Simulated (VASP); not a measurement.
Input of a VASP 6.6.1 run:

INCAR

```
SYSTEM = CaSe
  PREC = Accurate
  ENCUT = 520
  EDIFF = 1E-7
  ISMEAR = 0
  SIGMA = 0.05
  LREAL = .False.
  LASPH = .True.
  NELM = 100
  ALGO = Normal
  ISIF = 2
  LWAVE = .False.
  LCHARG = .True.
  GGA = PE
  LELF = .True.
  LVHAR = .True.
  NBANDS = 15
```

KPOINTS

```
Automatic mesh
0
Gamma
  6 6 6
  0 0 0
```

The input POSCAR:

```
CaSe
1.0
    3.6512693672      0.0000000000      0.0000000000
    0.0000000000      3.6512693672      0.0000000000
    0.0000000000      0.0000000000      3.6512693672
Ca Se
1 1
Direct
    0.0000000000      0.0000000000      0.0000000000
    0.5000000000      0.5000000000      0.5000000000
```

Potentials or basis: VASP PAW PBE potentials, release 64 (Ca_sv, Se).

Command:

```bash
$ cat potpaw_PBE.64/Ca_sv/POTCAR potpaw_PBE.64/Se/POTCAR > POTCAR
$ mpirun -np 1 vasp_std > vasp.out
```

(1) Predict the pressure.

(2) Predict the band gap on the k mesh.

Answers

(1) 0.1 GPa.

(2) 0.78 eV, direct.
